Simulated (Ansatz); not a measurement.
# Phases of Ge at 24 GPa

Structure types of Ge are relaxed in primitive cells with their symmetry kept at 24 GPa, first on PAW files, then by LAPW. The enthalpy is E + pV at zero temperature, without zero-point motion. Only the types listed were tried, and differences under about 5 meV/atom are mesh noise. The real phase may be another.

Computed with Ansatz 0.2.0; functional PBE, scalar-relativistic. Settings: Fermi–Dirac smearing of 0.05 eV, no spin polarisation. Methods: LAPW: all electrons, basis error target 0.5 meV/atom; PAW: frozen-core files, cutoff 420 eV.

k meshes: bcc 17×17×17, hcp 16×16×9, sc 15×15×15, diamond 12×12×12, beta tin 16×16×16.

Task: Which type is lowest in enthalpy, and by how much?

Result: beta tin, 80 meV/atom below bcc. The whole table:

```json
{"start type": "bcc", "ends as": "bcc, Im-3m", "a, b, c (Å)": "3.134, 3.134, 3.134", "V (Å³/atom)": "15.40", "H − H(lowest), LAPW (meV/atom)": "80.2", "same, PAW": "80.1"}
{"start type": "hcp", "ends as": "hcp, P6_3/mmc", "a, b, c (Å)": "2.793, 2.793, 4.571", "V (Å³/atom)": "15.44", "H − H(lowest), LAPW (meV/atom)": "81.5", "same, PAW": "81.3"}
{"start type": "sc", "ends as": "sc, Pm-3m", "a, b, c (Å)": "2.522, 2.522, 2.522", "V (Å³/atom)": "16.03", "H − H(lowest), LAPW (meV/atom)": "94.4", "same, PAW": "94.4"}
{"start type": "diamond", "ends as": "diamond, Fd-3m", "a, b, c (Å)": "5.330, 5.330, 5.330", "V (Å³/atom)": "18.93", "H − H(lowest), LAPW (meV/atom)": "342.3", "same, PAW": "344.2"}
{"start type": "beta tin", "ends as": "beta tin, I4_1/amd", "a, b, c (Å)": "4.866, 4.866, 2.633", "V (Å³/atom)": "15.59", "H − H(lowest), LAPW (meV/atom)": "0.0", "same, PAW": "0.0"}
```

Task: Split the lead of beta tin over bcc into energy and pV.

Result: For bcc less beta tin: ΔE = +108.5 meV/atom, and p·ΔV = 24 GPa × -0.1884 Å³ × 6.242 meV/(GPa·Å³) = -28.2 meV/atom, together 80.3 meV/atom. beta tin wins by its internal energy, though it is the less dense.
